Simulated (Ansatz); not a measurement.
**Energy, volume and coordination in In6As**

These are results of DFT PBE, scalar-relativistic, plane waves, PAW in Ansatz, not measurements. Settings: cutoff 420 eV, Γ-centred meshes spaced at most about 0.3 Å⁻¹, and about 0.25 Å⁻¹ or finer for metals (2π included), Gaussian smearing. No spin polarisation.

Temperature and zero-point effects are left out. Rows are sorted by volume; energies count from the lowest form computed. Coordination counts In atoms around As (those within 1.25 times the shortest such distance or 1.15 times the sum of covalent radii; a plus sign parts nearer from farther groups). The table shows 5 of 6 forms computed.

| row | form | source | atoms | coordination | V (Å³/atom) | gap on mesh (eV) | ΔE (meV/atom) |
| --- | --- | --- | --- | --- | --- | --- | --- |
| 1 | R-3 | invented | 7 | As 6 | 27.3 | 0 | 0 |
| 2 | P6/mmm | invented | 7 | As 8 | 27.4 | 0 | 67 |
| 3 | R-3 | invented | 7 | As 6 | 28.0 | 0 | ? |
| 4 | P4/nmm | invented | 14 | As 4+4 | 28.0 | 0 | 5 |
| 5 | P-31m | invented | 7 | As 6 | 28.3 | 0 | 24 |

The cell of row 3:

```
In As
1.0
     5.22156    3.01467    2.07166
    -5.22156    3.01467    2.07166
     0.00000   -6.02933    2.07166
In As
6 1
Direct
  0.52892 0.27205 0.12523
  0.47108 0.72795 0.87477
  0.27205 0.12523 0.52892
  0.72795 0.87477 0.47108
  0.87477 0.47108 0.72795
  0.12523 0.52892 0.27205
  0.00000 0.00000 0.00000
```

**Question.** How far above the lowest form does the open row lie?

**Answer.** 14 meV/atom, which puts it above row 4 and below row 5. Counting In atoms around As, row 3 and the lowest form (row 1) both have As 6.

An observed structure of this formula, if there is one, may be missing.

The k mesh leaves some 4 meV/atom of noise in the energy of each metallic cell. Cells relaxed within their symmetry can be saddle points. Some structure types and database cells were kept out of the candidates from the start, so a known form may be missing.
